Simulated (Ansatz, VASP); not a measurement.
**One calculation of Pt, two programs**

INCAR

```
PREC = Accurate ; ENCUT = 600
EDIFF = 1E-6 ; ISMEAR = -1
SIGMA = 0.05 ; LREAL = F
LASPH = T ; NELM = 100
ALGO = Normal ; ISIF = 3
LWAVE = F ; LCHARG = F
GGA = PE ; IVDW = 12
IBRION = 2 ; NSW = 60
EDIFFG = -0.01
```

The input KPOINTS:

```
regular mesh
0
Gamma
  12 12 12
```

Contents of POSCAR:

```
Pt
1.0
    0.0000000000      1.9609000000      1.9609000000
    1.9609000000      0.0000000000      1.9609000000
    1.9609000000      1.9609000000      0.0000000000
Pt
1
Direct
    0.0000000000      0.0000000000      0.0000000000
```

Contents of input.yaml:

```yaml
crystal:
  lattice:
    - [0.0, 1.9609, 1.9609]
    - [1.9609, 0.0, 1.9609]
    - [1.9609, 1.9609, 0.0]
  atoms:
    - { symbol: Pt, position: [0.0, 0.0, 0.0] }
hamiltonian:
  xc: pbe
  pseudopotentials: { kind: paw }
  dispersion: d3bj
kpoints:
  mp_grid: { grid: [12, 12, 12] }
scf:
  occupations: { method: fermi_dirac, width: 0.05 }
output:
  forces: true
  stress: true
relax:
  f_tol: 0.01
  max_steps: 40
  cell: { stress_tol: 0.05 }
```

Alike in both runs: task relaxation of cell and atoms; functional PBE; dispersion D3(BJ); k mesh 12 × 12 × 12; occupations fermi-dirac, width 0.05 eV; no spin polarisation.

|  | VASP | Ansatz |
| --- | --- | --- |
| version | VASP 6.6.1 | Ansatz 0.2.0 |
| potentials or method | VASP PAW PBE potentials, release 64 (Pt) | Ansatz PAW |
| plane-wave cutoff (eV) | 600 | 420 |
| valence electrons in the cell | 10 | 18 |

VASP gave:

| Quantity | Value |
| --- | --- |
| relaxed volume (Å³/atom) | 15.14 |
| relaxed cell length with the largest relative difference (Å) | 2.777 |

Task: What did Ansatz give for the same quantities?

Result: Relaxed volume (Å³/atom): 15.17; relaxed cell length with the largest relative difference (Å): 2.779.

The two sets of potentials don't hold the same shells in valence.

Caveats: pairwise dispersion overbinds metals, which lowers pressure and volume (VASP); the plane-wave basis is chosen anew once the cell has moved, so the energies of steps on either side of that aren't comparable (Ansatz). Zero-point motion and thermal expansion aren't in these numbers. The runs have no spin-orbit coupling, so splittings on Pt are missing.
